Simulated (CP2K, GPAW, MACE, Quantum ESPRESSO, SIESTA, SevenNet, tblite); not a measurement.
# Which run comes nearest? Random wurtzite alloy of AlN and GaN (72 atoms)

The cell holds 72 atoms: 32 Al, 36 N and 4 Ga. Its edges and angles: a = 9.362 Å, b = 9.362 Å, c = 10.009 Å, α = 90.0°, β = 90.0°, γ = 120.0°. It derives from AlN (wurtzite), repeated 3×3×2. Wurtzite AlN, 3 x 3 x 2 conventional cells, 4 of 36 Al sites given to Ga at random (x = 0.111), lattice by Vegard's rule (a = 3.121 Å, c = 5.005 Å); not relaxed, displaced by a Gaussian of 0.02 Å. Then every atom was moved at random, 0.03 Å r.m.s. a Cartesian component.

Geometry: as built.

The reference, a calculation:

- method: Kohn-Sham DFT, PBE, SSSP efficiency 1.3.0 pseudopotentials, plane waves (Quantum ESPRESSO 7.5); sssp-pbe-1.3.0-efficiency, cutoffs 70/560 Ry, Γ point
- r.m.s. force component: 0.9384 eV/Å
- longest force: 3.495 eV/Å
- pressure: 5.472 GPa
- gap (highest filled to lowest empty level): 3.711 eV
- time: 3.2 min on 4 MPI ranks of Arm Neoverse V2, shared host
- CPU time: 13 min

Runs, in no order:
A. GPAW PBE, LCAO dzp, h 0.15 Å: Kohn-Sham DFT, PBE, PAW, atomic orbitals (dzp)
B. CP2K PBE, DZVP-MOLOPT-SR, 400/50 Ry, OT CG: Kohn-Sham DFT, PBE, GTH-PBE pseudopotentials, Gaussian and plane waves, DZVP-MOLOPT-SR-GTH, orbital transformation
C. CP2K PBE, DZVP-MOLOPT-SR, 800/50 Ry, TC2 filter 1e-04, SCF 1e-05: Kohn-Sham DFT, PBE, GTH-PBE pseudopotentials, Gaussian and plane waves, DZVP-MOLOPT-SR-GTH, linear-scaling purification of the density matrix
D. QE PBE, gbrv-1.5, 40/200 Ry: Kohn-Sham DFT, PBE, GBRV 1.5 ultrasoft pseudopotentials, plane waves
E. tblite GFN1-xTB: GFN1-xTB tight binding, diagonalisation

Q: Order them from the smallest to the largest r.m.s. force difference.

D, B, C, A, E.

```
                                                                run  Δ force, r.m.s. (meV/Å)  share of r.m.s. force (%)  CPU time
                                     D. QE PBE, gbrv-1.5, 40/200 Ry                     6.07                      0.647      82 s
                      B. CP2K PBE, DZVP-MOLOPT-SR, 400/50 Ry, OT CG                     72.7                       7.75    21 min
C. CP2K PBE, DZVP-MOLOPT-SR, 800/50 Ry, TC2 filter 1e-04, SCF 1e-05                      138                       14.7   2.7 min
                                    A. GPAW PBE, LCAO dzp, h 0.15 Å                      234                       24.9     8 min
                                                 E. tblite GFN1-xTB                      349                       37.2     6.2 s
```

Periodic xTB results under one method name differ between programs and library versions. The electronic-structure runs sample only Γ, in a cell whose shortest periodic width is 8 Å.

[Logs are printed without paths, hosts, clocks, repeated set-up lines and the standing remarks that a program may print on its own settings, such as how far it seeks lower states.]

[Hosts, paths, dates, database ids (printed as entryN), source tags and the programs' standing remarks are cut or masked in the printed files.]
